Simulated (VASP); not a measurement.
Write the native input for VASP 6.6.1 that does the following.

| Item | Value |
| --- | --- |
| Task | single point |
| Functional | PBE |
| Potentials or basis | VASP PAW PBE potentials, release 64 (Ti_sv, B) |
| Cutoff | 520 eV |
| k mesh | 15 × 15 × 14 |
| Occupations | gaussian, width 0.1 eV |
| Spin | no spin polarisation |
| Dipole correction | no |
| Further INCAR settings | ALGO = Fast; EDIFF = 1e-07; NBANDS = 16 |

The structure of TiB2 lies in POSCAR:

```
TiB2
1.0
    3.0321013830      0.0000000000      0.0000000000
   -1.5160506915      2.6258768246      0.0000000000
    0.0000000000      0.0000000000      3.2234109036
Ti B
1 2
Direct
    0.0000000000      0.0000000000      0.0000000000
    0.3333333333      0.6666666667      0.5000000000
    0.6666666667      0.3333333333      0.5000000000
```

The input as run:

INCAR

```
SYSTEM = TiB2
ALGO = Fast ; EDIFF = 1E-7
ENCUT = 520 ; GGA = PE
ISIF = 2 ; ISMEAR = 0
LASPH = .True. ; LCHARG = .False.
LREAL = .False. ; LWAVE = .False.
NBANDS = 16 ; NELM = 100
PREC = Accurate ; SIGMA = 0.1
```

KPOINTS

```
k-points
0
Gamma
  15 15 14
  0 0 0
```

Potentials or basis: VASP PAW PBE potentials, release 64 (Ti_sv, B).

Launch:

```console
$ cat potpaw_PBE.64/Ti_sv/POTCAR potpaw_PBE.64/B/POTCAR > POTCAR
$ mpirun -np 1 vasp_std > vasp.out
```

Results of the run:

```yaml
Pressure: 0.2 GPa
Band_gap_on_the_k_mesh: none (metal or under the smearing width)
```

Wall time 2.8 min on 1 thread of Intel(R) Xeon(R) Platinum 8488C (Sapphire Rapids), on a shared host, peak memory 0.2 GiB.
